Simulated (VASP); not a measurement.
Input of a VASP 6.6.1 run:

Contents of INCAR:

```
SYSTEM = KF
PREC     = Accurate       ! precision mode
ENCUT    = 520            ! plane-wave cutoff, eV
EDIFF    = 1E-8           ! SCF threshold, eV
ISMEAR   = -1             ! smearing method
SIGMA    = 0.02           ! smearing width, eV
LREAL    = .False.        ! projectors in reciprocal space
LASPH    = .True.         ! aspherical terms in the spheres
NELM     = 100            ! most SCF steps
ALGO     = Normal         ! electronic algorithm
ISIF     = 2              ! what is computed and relaxed
LWAVE    = .False.        ! write WAVECAR
LCHARG   = .False.        ! write CHGCAR
GGA      = CA             ! functional
LEFG     = .True.       
NBANDS   = 15             ! bands
```

KPOINTS

```
regular mesh
0
Gamma
  9 9 9
  0 0 0
```

POSCAR

```
KF
1.0
    3.2149096683      0.0000000000      0.0000000000
    0.0000000000      3.2149096683      0.0000000000
    0.0000000000      0.0000000000      3.2149096683
K F
1 1
Direct
    0.0000000000      0.0000000000      0.0000000000
    0.5000000000      0.5000000000      0.5000000000
```

Potentials or basis: VASP PAW LDA potentials, release 64 (K_sv, F).

Command:

```console
$ cat potpaw_LDA.64/K_sv/POTCAR potpaw_LDA.64/F/POTCAR > POTCAR
$ mpirun -np 1 vasp_std > vasp.out
```

Task: Estimate the band gap on the k mesh.

Result: 6.21 eV, indirect (least direct gap 6.24 eV).

Task: What does it give for the pressure?

Result: -4.7 GPa.

Electric field gradients, principal values (V/Å²):
```
atom    Vxx    Vyy    Vzz
 1 K  0.000  0.000  0.000
 2 F  0.000  0.000  0.000
```

Caveat: an odd mesh through Γ misses points on the zone boundary, where band edges often lie.
